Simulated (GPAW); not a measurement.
## AlN in GPAW: the effect of functional

Crystal: AlN.

```
Al N
1.0
     0.00000    2.18399    2.18399
     2.18399    0.00000    2.18399
     2.18399    2.18399    0.00000
Al N
1 1
Direct
  0.00000 0.00000 0.00000
  0.25000 0.25000 0.25000
```

Measurements of this composition are mostly on another form, of space group No. 186.

Alike in all runs:

```yaml
Program: GPAW 26.7.0
Task: dielectric tensor
Cutoff: 550 eV
Basis: pw
k_mesh: 8 × 8 × 8
Occupations: fermi-dirac, width 0.001 eV
Spin: no spin polarisation
```

| functional | potentials or basis | gap on the mesh (eV) | dielectric constant (mean) |
| --- | --- | --- | --- |
| LDA | the program's PAW data sets (release 1.2.1) made for this functional | ? | ? |
| AM05 | PAW data sets generated in the run's folder for this functional | 3.16 | 4.44 |
| PBEsol | PAW data sets generated in the run's folder for this functional | 3.16 | 4.46 |

What does the run with functional LDA give?

gap on the mesh 3.22 eV; dielectric constant 4.42 mean.

Caveats: the long-wavelength limit can be off by a per cent or two.

A k mesh can miss the band edges.

Runs at the PBE level aren't shown here.
